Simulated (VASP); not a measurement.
# SnSe (Fm-3m) in VASP: further runs

Runs on SnSe. Level: PBE+D3(BJ). Tasks: single point, relaxation of cell and atoms.

All numbers are computed with VASP 6.6.1; they aren't measurements. Logs are shortened: lines on timing, memory, paths and dates and some standing lists are left out, and cuts for length are marked.

### Step 1. The structure

It takes space group Fm-3m (No. 225, cubic). Conventional cell: a = 5.978 Å, b = 5.978 Å, c = 5.978 Å, α = 90.00°, β = 90.00°, γ = 90.00°. Sn (site symmetry m-3m) is surrounded by 6 Se at 2.99 Å. Se (site symmetry m-3m) is surrounded by 6 Sn at 2.99 Å.

Measurements of this composition are mostly on another form, of space group No. 62.

### Step 2. Single point, PBE+D3(BJ)

The input, INCAR:

```
SYSTEM = SnSe
ALGO = Normal
EDIFF = 1E-6
ENCUT = 520
GGA = PE
ISIF = 2
ISMEAR = 0
IVDW = 12
LASPH = .True.
LCHARG = .False.
LREAL = .False.
LWAVE = .False.
NBANDS = 17
NELM = 80
PREC = Accurate
SIGMA = 0.02
```

The input, KPOINTS:

```
k-points
0
Gamma
  10 10 10
  0 0 0
```

The input, POSCAR:

```
SnSe
1.0
    0.0000000000      2.9887688240      2.9887688240
    2.9887688240      0.0000000000      2.9887688240
    2.9887688240      2.9887688240      0.0000000000
Sn Se
1 1
Direct
    0.0000000000      0.0000000000      0.0000000000
    0.5000000000      0.5000000000      0.5000000000
```

Potentials or basis: VASP PAW PBE potentials, release 64 (Sn_d, Se).

Launch:

```bash
$ cat potpaw_PBE.64/Sn_d/POTCAR potpaw_PBE.64/Se/POTCAR > POTCAR
$ mpirun -np 1 vasp_std > vasp.out
```

OUTCAR:

```text
SYSTEM = SnSe
   EDIFF = 1E-6
   ENCUT = 520
   GGA = PE
   ISIF = 2
   ISMEAR = 0
   IVDW = 12
   LASPH = .True.
   LREAL = .False.
   NELM = 80
   PREC = Accurate
 IVDW          = 12

 ion  position               nearest neighbor table
   1  0.000  0.000  0.000-   2 2.99   2 2.99   2 2.99   2 2.99   2 2.99   2 2.99
   2  0.500  0.500  0.500-   1 2.99   1 2.99   1 2.99   1 2.99   1 2.99   1 2.99

  LATTYP: Found a face centered cubic cell.
 ALAT       =     5.9775376480

  Lattice vectors:

 A1 = (   0.0000000000,   2.9887688240,   2.9887688240)
 A2 = (   2.9887688240,   0.0000000000,   2.9887688240)
 A3 = (   2.9887688240,   2.9887688240,   0.0000000000)

Analysis of symmetry for initial positions (statically):
=====================================================================
 Subroutine PRICEL returns:
 Original cell was already a primitive cell.

 Routine SETGRP: Setting up the symmetry group for a
 face centered cubic supercell.

 Subroutine GETGRP returns: Found 48 space group operations
 (whereof 48 operations were pure point group operations)
 out of a pool of 48 trial point group operations.

The static configuration has the point symmetry O_h .

Analysis of symmetry for dynamics (positions and initial velocities):
=====================================================================
 Subroutine PRICEL returns:
 Original cell was already a primitive cell.

 Routine SETGRP: Setting up the symmetry group for a
 face centered cubic supercell.

 Subroutine GETGRP returns: Found 48 space group operations
 (whereof 48 operations were pure point group operations)
 out of a pool of 48 trial point group operations.

The dynamic configuration has the point symmetry O_h .

 Subroutine INISYM returns: Found 48 space group operations
 (whereof 48 operations are pure point group operations),
 and found     1 'primitive' translations

----------------------------------------------------------------------------------------

                                     Primitive cell

  volume of cell :      53.3958

  direct lattice vectors                    reciprocal lattice vectors
     0.000000000  2.988768824  2.988768824    -0.167292966  0.167292966  0.167292966
     2.988768824  0.000000000  2.988768824     0.167292966 -0.167292966  0.167292966
     2.988768824  2.988768824  0.000000000     0.167292966  0.167292966 -0.167292966

  length of vectors
     4.226757406  4.226757406  4.226757406     0.289759916  0.289759916  0.289759916

  position of ions in fractional coordinates (direct lattice)
     0.000000000  0.000000000  0.000000000
     0.500000000  0.500000000  0.500000000

  ion indices of the primitive-cell ions
   primitive index   ion index
                 1           1
                 2           2

----------------------------------------------------------------------------------------

 KPOINTS: k-points

Automatic generation of k-mesh.
 Grid dimensions read from file:
 generate k-points for:   10   10   10

 Generating k-lattice:

  Cartesian coordinates                     Fractional coordinates (reciprocal lattice)
    -0.016729297  0.016729297  0.016729297     0.100000000  0.000000000  0.000000000
     0.016729297 -0.016729297  0.016729297     0.000000000  0.100000000  0.000000000
     0.016729297  0.016729297 -0.016729297     0.000000000  0.000000000  0.100000000

  Length of vectors
     0.028975992  0.028975992  0.028975992

  Shift w.r.t. Gamma in fractional coordinates (k-lattice)
     0.000000000  0.000000000  0.000000000

 Subroutine IBZKPT returns following result:
 ===========================================

 Found     47 irreducible k-points:

 Following reciprocal coordinates:
            Coordinates               Weight
  0.000000  0.000000  0.000000      1.000000
  0.100000  0.000000  0.000000      8.000000
  0.200000  0.000000  0.000000      8.000000
  0.300000  0.000000  0.000000      8.000000
  0.400000  0.000000  0.000000      8.000000
  0.500000  0.000000  0.000000      4.000000
[... 16 lines left out ...]
  0.300000  0.300000  0.000000      6.000000
  0.400000  0.300000  0.000000     24.000000
 [... further k-points ...]
   k-points           NKPTS =     47   k-points in BZ     NKDIM =     47   number of bands    NBANDS=     17
   number of dos      NEDOS =    301   number of ions     NIONS =      2
   total plane-waves  NPLWV =  32768
   dimension x,y,z NGX =    32 NGY =   32 NGZ =   32
   dimension x,y,z NGXF=    64 NGYF=   64 NGZF=   64
   ions per type =               1   1
   NGX,Y,Z   is equivalent  to a cutoff of  12.59, 12.59, 12.59 a.u.
   NGXF,Y,Z  is equivalent  to a cutoff of  25.17, 25.17, 25.17 a.u.
 SYSTEM =  SnSe
   PREC   = accura    normal or accurate (medium, high low for compatibility)
   ISTART =      0    job   : 0-new  1-cont  2-samecut
   ICHARG =      2    charge: 1-file 2-atom 10-const
   ISPIN  =      1    spin polarized calculation?
   LNONCOLLINEAR =      F non collinear calculations
   LSORBIT =      F    spin-orbit coupling
   LASPH  =      T    aspherical Exc in radial PAW
   ENCUT  =  520.0 eV  38.22 Ry    6.18 a.u.   7.86  7.86  7.86*2*pi/ulx,y,z
   NELM   =     80;   NELMIN=  2; NELMDL= -5     # of ELM steps
   EDIFF  = 0.1E-05   stopping-criterion for ELM
   LREAL  =      F    real-space projection
   EDIFFG = 0.1E-04   stopping-criterion for IOM
   NSW    =      0    number of steps for IOM
   IBRION =     -1    ionic relax: 0-MD 1-quasi-New 2-CG
   NFREE  =      0    steps in history (QN), initial steepest desc. (CG)
   ISIF   =      2    stress and relaxation
   ISYM   =      2    0-nonsym 1-usesym 2-fastsym
   POTIM  = 0.5000    time-step for ionic-motion
   TEBEG  =    0.0;   TEEND  =   0.0 temperature during run
   PSTRESS=    0.0 pullay stress
   NELECT =      20.0000    total number of electrons
   NUPDOWN=      -1.0000    fix difference up-down
   EMIN   =  10.00;   EMAX   =-10.00  energy-range for DOS
   EFERMI =   0.00;   METHOD = LEGACY
   ISMEAR =     0;   SIGMA  =   0.02  broadening in eV -4-tet -1-fermi 0-gaus
   EFERMI_NEDOS =   21; number of points for ismear=-14 and -15
   IALGO  =     38    algorithm
   IMIX   =      4    mixing-type and parameters
     AMIX     =   0.40;   BMIX     =  1.00
     AMIX_MAG =   1.60;   BMIX_MAG =  1.00
  volume/ion in A,a.u.               =      26.70       180.17
  Fermi-wavevector in a.u.,A,eV,Ry     =   1.180092  2.230050 18.947704  1.392617
  Thomas-Fermi vector in A             =   2.316391
   LORBIT       =      0    0 simple, 1 ext, 2 COOP (PROOUT), +10 PAW based schemes
   GGA     = PE    functional components
   LHFCALC =     F    Hartree Fock is set to
   AEXX    =    0.0000 exact exchange contribution
   IVDW    =    12    specifies the selected vdW correction
   LEPSILON=     F    determine dielectric tensor
   LRPA    =     F    only Hartree local field effects (RPA)
 non-spin polarized calculation
 Gauss-broadening in eV      SIGMA  =   0.02
  energy-cutoff  :      520.00
  volume of cell :       53.40
 maximum number of plane-waves:      1459
   NGX = 15   NGY = 15   NGZ = 15

 number of electron      20.0000008 magnetization

 Free energy of the ion-electron system (eV)
  ---------------------------------------------------
  ext. energy  EPLUGINS =         0.00000000
  ---------------------------------------------------
  free energy    TOTEN  =        -8.20139597 eV

  energy without entropy =       -8.20139597  energy(sigma->0) =       -8.20139597

 E-fermi :   5.9687     XC(G=0):  -9.6944

 val. band max:        5.8094666215   @ k =   0.5000   0.0000   0.0000
 cond. band min:       6.3291003461   @ k =  -0.4000   0.1000   0.0000
 fundamental gap:      0.5196337245
 Fermi energy:         5.9686827393

 k-point     1 :       0.0000    0.0000    0.0000
  band No.  band energies     occupation
      1     -15.7729      2.00000
      2     -15.7729      2.00000
      3     -15.7729      2.00000
      4     -15.7715      2.00000
      5     -15.7715      2.00000
      6      -8.1827      2.00000
[... 9 lines left out ...]
     16      11.6670      0.00000
     17      14.0071      0.00000

 k-point     2 :       0.1000    0.0000    0.0000
  band No.  band energies     occupation
      1     -15.7728      2.00000
      2     -15.7728      2.00000
      3     -15.7727      2.00000
      4     -15.7711      2.00000
      5     -15.7711      2.00000
      6      -8.1094      2.00000
[... 9 lines left out ...]
     16      11.9181      0.00000
     17      14.7202      0.00000

 k-point     3 :       0.2000    0.0000    0.0000
  band No.  band energies     occupation
      1     -15.7748      2.00000
      2     -15.7748      2.00000
      3     -15.7720      2.00000
      4     -15.7677      2.00000
      5     -15.7677      2.00000
      6      -7.9025      2.00000
[... 9 lines left out ...]
     16      12.5626      0.00000
     17      16.3112      0.00000

 k-point     4 :       0.3000    0.0000    0.0000
  band No.  band energies     occupation
      1     -15.7776      2.00000
      2     -15.7776      2.00000
      3     -15.7712      2.00000
      4     -15.7634      2.00000
      5     -15.7634      2.00000
      6      -7.6088      2.00000
[... 9 lines left out ...]
     16      13.5594      0.00000
     17      17.9125      0.00000
[... 343 lines left out ...]
      1     -15.7782      2.00000
      2     -15.7765      2.00000
      3     -15.7702      2.00000
      4     -15.7660      2.00000
      5     -15.7620      2.00000
      6      -7.5100      2.00000
[... 9 lines left out ...]
     16      15.3156      0.00000
     17      15.6765      0.00000

 k-point    23 :       0.3000    0.3000    0.0000
  band No.  band energies     occupation
      1     -15.7898      2.00000
      2     -15.7776      2.00000
      3     -15.7660      2.00000
      4     -15.7605      2.00000
      5     -15.7605      2.00000
      6      -7.4204      2.00000
[... 9 lines left out ...]
     16      16.0728      0.00000
     17      16.0738      0.00000

 k-point    24 :       0.4000    0.3000    0.0000
  band No.  band energies     occupation
      1     -15.7937      2.00000
      2     -15.7775      2.00000
      3     -15.7664      2.00000
      4     -15.7584      2.00000
      5     -15.7574      2.00000
      6      -7.2045      2.00000
[... 9 lines left out ...]
     16      16.6048      0.00000
     17      17.2497      0.00000

 [... further k-points ...]

------------------------ aborting loop because EDIFF is reached ----------------------------------------

 Edisp (eV)   -0.72221

 E8    (eV) :    -0.3255

  FORCE on cell =-STRESS in cart. coord.  units (eV):
  Direction    XX          YY          ZZ          XY          YZ          ZX
  --------------------------------------------------------------------------------------
  -------------------------------------------------------------------------------------
  Total      -0.01066    -0.01066    -0.01066     0.00000     0.00000     0.00000
  in kB      -0.31973    -0.31973    -0.31973     0.00000     0.00000     0.00000
  external pressure =       -0.32 kB  Pullay stress =        0.00 kB

 VOLUME and BASIS-vectors are now :
 -----------------------------------------------------------------------------
  energy-cutoff  :      520.00
  volume of cell :       53.40
      direct lattice vectors                 reciprocal lattice vectors
     0.000000000  2.988768824  2.988768824    -0.167292966  0.167292966  0.167292966
     2.988768824  0.000000000  2.988768824     0.167292966 -0.167292966  0.167292966
     2.988768824  2.988768824  0.000000000     0.167292966  0.167292966 -0.167292966

 POSITION                                       TOTAL-FORCE (eV/Angst)
 -----------------------------------------------------------------------------------
      0.00000      0.00000      0.00000         0.000000     -0.000000     -0.000000
      2.98877      2.98877      2.98877        -0.000000      0.000000      0.000000
 -----------------------------------------------------------------------------------
    total drift:                                0.000000     -0.000000     -0.000000

  FREE ENERGIE OF THE ION-ELECTRON SYSTEM (eV)
  ---------------------------------------------------
  free  energy   TOTEN  =        -8.9236017729 eV

  energy  without entropy=       -8.9236017729  energy(sigma->0) =       -8.92360177
```

Run time: 26 s. Hardware: 1 thread of Intel Xeon 6975P-C (Granite Rapids), shared host; peak memory 0.19 GiB.

Results:

| Quantity | Value |
| --- | --- |
| Free energy | -8.9236 eV |
| Pressure | 0.0 GPa |
| Band gap on the k mesh | 0.52 eV, indirect (least direct gap 0.64 eV) |
| Dispersion energy per atom | -0.361 eV |

Levels at points of the mesh, in eV from the valence-band top:
```csv
k point,band 6,band 7,band 8,band 9,band 10,band 11,band 12,band 13,band 14,band 15
"(0.00, 0.00, 0.00)",-13.99,-4.98,-2.23,-2.23,-2.23,4.42,4.42,4.42,5.86,5.86
"(0.50, 0.00, 0.00)",-13.01,-8.14,-1.98,-1.98,0.00,0.68,1.25,1.25,8.33,10.23
"(0.50, 0.50, 0.00)",-12.72,-5.99,-5.60,-3.72,-3.72,2.97,5.49,5.49,6.13,10.53
```

Caveat: spin-orbit coupling is left out, which moves the levels of the heavy elements.

### Step 3. Relaxation of cell and atoms, PBE+D3(BJ)

This run uses another cell than the first one, of 27.27 Å³/atom, 1.021 times its volume.

The input, INCAR:

```
PREC = Accurate
ENCUT = 600
EDIFF = 1E-6
ISMEAR = 0
SIGMA = 0.02
LREAL = False
LASPH = True
NELM = 60
ALGO = Normal
ISIF = 3
LWAVE = False
LCHARG = False
GGA = PE
IVDW = 12
IBRION = 2
NSW = 100
EDIFFG = -0.005
```

The input, KPOINTS:

```
Automatic mesh
0
Gamma
  10 10 10
```

The input, POSCAR:

```
SnSe
1.0
    0.0000000000      3.0100000000      3.0100000000
    3.0100000000      0.0000000000      3.0100000000
    3.0100000000      3.0100000000      0.0000000000
Sn Se
1 1
Direct
    0.0000000000      0.0000000000      0.0000000000
    0.5000000000      0.5000000000      0.5000000000
```

Potentials or basis: VASP PAW PBE potentials, release 64 (Sn_d, Se).

Launch:

```bash
$ cat potpaw_PBE.64/Sn_d/POTCAR potpaw_PBE.64/Se/POTCAR > POTCAR
$ mpirun -np 1 vasp_std > vasp.out
```

Wall time 71 s (1 thread of Intel Xeon 6975P-C (Granite Rapids), shared host); peak memory 0.24 GiB.

It converged, with:

```yaml
Free_energy: -8.9238 eV
Relaxed_volume: 26.70 Å³/atom
Relaxed_cell: a = 4.227 Å, b = 4.227 Å, c = 4.227 Å, α = 60.00°, β = 60.00°, γ = 60.00°
Space_group_after_relaxing_to_0.05_Å: Fm-3m (No. 225)
Energy_gained_by_relaxing: 1.9 meV/atom
Ionic_steps: 3
Pressure_after_relaxing: 0.0 GPa
Band_gap_on_the_k_mesh: 0.52 eV, indirect (least direct gap 0.64 eV)
Dispersion_energy_per_atom: -0.361 eV
```

The path:
```csv
step,energy change (eV),largest force (eV/Å),pressure (GPa),volume (Å³)
1,0.0000,0.0000,-1.10,54.54
2,-0.0036,0.0000,0.31,53.08
3,-0.0039,0.0000,0.01,53.41
```

Final structure:
```
Sn Se
1.0
     0.00000    2.98895    2.98895
     2.98895    0.00000    2.98895
     2.98895    2.98895    0.00000
Sn Se
1 1
Direct
  0.00000 0.00000 0.00000
  0.50000 0.50000 0.50000
```

Levels at points of the mesh, in eV from the valence-band top:
```csv
k point,band 8,band 9,band 10,band 11,band 12,band 13
"(0.00, 0.00, 0.00)",-2.23,-2.23,-2.23,4.41,4.41,4.41
"(0.50, 0.00, 0.00)",-1.98,-1.98,0.00,0.68,1.25,1.25
"(0.50, 0.50, 0.00)",-5.60,-3.72,-3.72,2.97,5.49,5.49
```

Caveat: spin-orbit coupling is left out, which moves the levels of the heavy elements.

(Continued in part 2 of 2.)
